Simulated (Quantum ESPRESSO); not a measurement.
# TaS2: zone-centre phonons under several settings

```
Ta S
1.0
     3.35000    0.00000    0.00000
    -1.67500    2.90119    0.00000
     0.00000    0.00000    5.86000
Ta S
1 2
Direct
  0.00000 0.00000 0.00000
  0.66667 0.33333 0.75000
  0.33333 0.66667 0.25000
```

All runs used Quantum ESPRESSO 7.5; relaxed cell; no spin polarisation.

| level | potentials | k mesh (s: shifted) | cutoff (eV) | occupations | volume (Å³/atom) | pressure (GPa) | lowest optical mode without the field (cm⁻¹) | highest optical mode without the field (cm⁻¹) |
| --- | --- | --- | --- | --- | --- | --- | --- | --- |
| BLYP | PseudoDojo 0.4.1 SR PBE standard | 9 × 9 × 5 | 789 | gaussian, width 0.272 eV | 23.61 | 0.3 | 181 | 344 |
| rev-vdW-DF2 | PseudoDojo 0.4.1 SR PBE standard | 8 × 8 × 4 | 789 | cold, width 0.136 eV | 19.11 | 0.0 | 208 | 364 |
| PBE | JTH 2.0 PBE | 9 × 9 × 5 | 490 | cold, width 0.272 eV | 20.96 | 0.1 | 212 | 361 |
| PBEsol | PseudoDojo 0.4.1 SR PBEsol standard | 9 × 9 × 5 | 789 | gaussian, width 0.272 eV | ? | 0.0 | ? | ? |

Problem. What stands in the row left open?

Solution. Volume 18.93 Å³/atom; lowest optical mode without the field 218 cm⁻¹; highest optical mode without the field 371 cm⁻¹.

Caveats: the layers were relaxed without a dispersion term, so their spacing and the soft interlayer modes are unreliable (some runs); the potentials were made for another functional, which shifts forces and pressure (some runs); the mesh is thin for the phonons of a metal (some runs); this functional lacks dispersion, which binds the layers, so the pressure and a relaxed spacing across them are unreliable (some runs); the volume moved by over 15 % at a fixed basis, so the end points are rough (some runs); this functional lacks dispersion, which binds the layers, so the pressure and a relaxed spacing across them are unreliable, and here the layers came unbound (some runs); the cutoff is low for these files, which shifts pressure and relaxed volume (some runs).

For the row left open. Caveat: the mesh is thin for the phonons of a metal; the layers were relaxed without a dispersion term, so their spacing and the soft interlayer modes are unreliable; this functional lacks dispersion, which binds the layers, so the pressure and a relaxed spacing across them are unreliable.
